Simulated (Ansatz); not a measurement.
The system is Y.

```
CELL_PARAMETERS angstrom
3.64740 0.00000 0.00000
-1.82370 3.15874 0.00000
0.00000 0.00000 5.73060
ATOMIC_POSITIONS crystal
Y 0.66667 0.33333 0.75000
Y 0.33333 0.66667 0.25000
```

Base run:

| Quantity | Value |
| --- | --- |
| Program | Ansatz 0.2.0 |
| Functional | r2SCAN |
| Potentials or basis | Ansatz PAW |
| Cutoff | 500 eV (not typed: the program's choice for these potentials) |
| k mesh | 8 × 8 × 5 |
| Occupations | fermi-dirac, width 0.05 eV |
| Spin | no spin polarisation |

Its results: band gap on the k mesh none (metal or under the smearing width); pressure 0.7 GPa.

Task: The run is repeated on the same cell with these changes: functional from r2SCAN to RPBE; cutoff from 500 eV (not typed: the program's choice for these potentials) to 420 eV (not typed: the program's choice for these potentials). What comes out?

Result: Band gap on the k mesh none (metal or under the smearing width); pressure 1.4 GPa.

Caveats: the PAW data sets come from PBE, with cores solved anew for the run's functional, which leaves a small shift of forces and pressure.
